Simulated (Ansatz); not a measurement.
Results of HSE06 (PAW; Ansatz, an electronic-structure program) for rock-salt LiI.

Numerical settings: plane-wave cutoff 460 eV, 8×8×8 k mesh, Fermi–Dirac smearing 0.01 eV, scalar-relativistic PAW data made under PBE.

The cell is scaled about its equilibrium volume:

| V (Å³/atom) | P (GPa) | direct gap at Γ (eV) |
|---|---|---|
| 25.391 | 1.26 | 5.593 |
| 25.831 | 0.83 | 5.513 |
| 26.727 | 0.06 | 5.360 |
| 27.395 | -0.43 | 5.255 |
| 28.063 | -0.85 | 5.157 |

A straight line through the gaps at Γ against ln V gives a volume deformation potential dE_g(Γ)/d ln V of -4.4 eV: the gap at Γ widens under compression.

Measured, for comparison: band gap 6.4 eV (temperature not stated, no zero-point or thermal correction, our sources range from 6.10 to 6.40; as tabulated in Aguado et al. (1998), arXiv:cond-mat/9809176).

Spin–orbit coupling is not included; with these elements it can move the gap by several tenths of an eV or more.
